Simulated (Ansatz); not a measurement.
# AlN under changes of volume

One of the cells (10.451 Å³/atom); the others are scaled copies at fixed shape and fractional positions:

```xyz
4
Lattice="3.1130 0.0000 0.0000 -1.5565 2.6959 0.0000 0.0000 0.0000 4.9810" Properties=species:S:1:pos:R:3 pbc="T T T"
Al    1.5565    0.8986    2.4905
Al    0.0000    1.7973    0.0000
N     1.5565    0.8986    4.3833
N     0.0000    1.7973    1.8928
```

- Program: Ansatz 0.2.0
- Functional: PBEsol
- Potentials or basis: all-electron LAPW, scalar-relativistic
- Cutoff: 346 eV (chosen from the basis error)
- Basis error allowed: 0.002 eV/atom
- k mesh: 10 × 10 × 6
- Occupations: fermi-dirac, width 0.05 eV
- Spin: no spin polarisation

```tsv
volume (Å³/atom)	energy over the lowest point (meV/atom)	pressure (GPa)	gap on the mesh (eV)	largest force (eV/Å)
9.824	26.56	14.2	4.69	0.180
10.033	11.51	9.0	4.50	0.162
10.242	2.85	4.3	4.32	0.145
10.451	0.00	0.1	4.14	0.130
10.660	?	?	?	?
10.869	9.59	-7.2	3.81	0.102
11.078	21.09	-10.4	3.64	0.089
```

Task: What does the run at 10.660 Å³/atom give?

Result: Energy over the lowest point 2.41 meV/atom; pressure -3.7 GPa; gap on the mesh 3.97 eV; largest force 0.116 eV/Å.

Worked out: A Birch-Murnaghan fit of order 3 (a polynomial in V^(-2/3)) to the other rows has its minimum at 10.46 Å³/atom with B0 = V·E''(V) = 201 GPa and B' = 3.9 at fixed shape and positions, which overstates the stiffness. It gives 2.41 meV/atom at 10.660 Å³/atom, against the run's 2.41, and -dE/dV = -3.7 GPa, against -3.7. A straight line through the other rows of the gap, of slope -8.7 eV per unit of ln V (its deformation potential), gives 3.97 eV, against the run's 3.97.

Energies are extrapolated to zero smearing.

A mesh can miss the band edges.
